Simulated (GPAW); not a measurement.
The system is Cu.

```xyz
1
Lattice="-1.4540 1.4643 1.3740 1.4487 -1.4680 1.3723 1.4252 1.4392 -1.3778" Properties=species:S:1:pos:R:3 pbc="T T T"
Cu    0.0000    0.0000    0.0000
```

This isn't the form of Cu at room conditions, which is fcc.

The cell isn't the ideal one: cell sheared at random, sigma 0.01, atoms nudged by 0.01 Å.

Base run:

| Property | Result |
| --- | --- |
| Program | GPAW 26.7.0 |
| Functional | PBEsol |
| Potentials or basis | PAW data sets generated in the run's folder for this functional |
| Cutoff | 600 eV |
| Basis | pw |
| k mesh | 13 × 13 × 13 |
| Occupations | fermi-dirac, width 0.05 eV |
| Spin | no spin polarisation |

Its results: pressure 0.8 GPa.

Task: The run is repeated on the same cell with these changes: functional from PBEsol to PBE; potentials or basis from PAW data sets generated in the run's folder for this functional to GPAW PAW data sets (gpaw-data 1.2.1). What comes out?

Result: Pressure 9.0 GPa.

Caveats: with this Cu data set, volumes or pressures lay over 1.5 % or 2 GPa off other programs in two to four cells of ten.
